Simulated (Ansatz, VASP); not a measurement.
Two plane-wave programs on FeSi

```xyz
8
Lattice="4.2196 0.0000 0.0000 0.0000 4.2196 0.0000 0.0000 0.0000 4.2196" Properties=species:S:1:pos:R:3 pbc="T T T"
Fe    0.5954    0.5954    0.5954
Fe    1.5144    3.6242    2.7052
Fe    2.7052    1.5144    3.6242
Fe    3.6242    2.7052    1.5144
Si    3.5569    3.5569    3.5569
Si    2.7725    0.6627    1.4471
Si    1.4471    2.7725    0.6627
Si    0.6627    1.4471    2.7725
```

Alike in both runs: functional PBEsol; k mesh 8 × 8 × 8; occupations gaussian, width 0.01 eV; no spin polarisation.

Ansatz relaxed the structure, and its values are those at the end. VASP's run is a single point on that final structure, the one shown.

|  | VASP | Ansatz |
| --- | --- | --- |
| version | VASP 6.6.1 | Ansatz 0.2.0 |
| potentials or method | VASP PAW PBE potentials, release 64 (Fe, Si) | scalar-relativistic, plane waves, PAW |
| plane-wave cutoff (eV) | 520 | 420 |
| valence electrons in the cell | 48 | 80 |

```tsv
	VASP	Ansatz	Ansatz less VASP
gap on the k mesh at the Fermi level (eV)	0.14	0.14	+0.004
least direct gap on the mesh (eV)	0.17	0.17	+0.004
rms of the force components (eV/Å)	0.022	0.001	-0.0209
```

The two sets of potentials don't hold the same shells in valence. Ansatz warned: «stress_scf_threshold_loose».

Caveats: the PAW data sets were made with another functional, which shifts forces and pressure a little (VASP). Spin polarisation is off, so any magnetic state and its effect on volume and gap are missing.
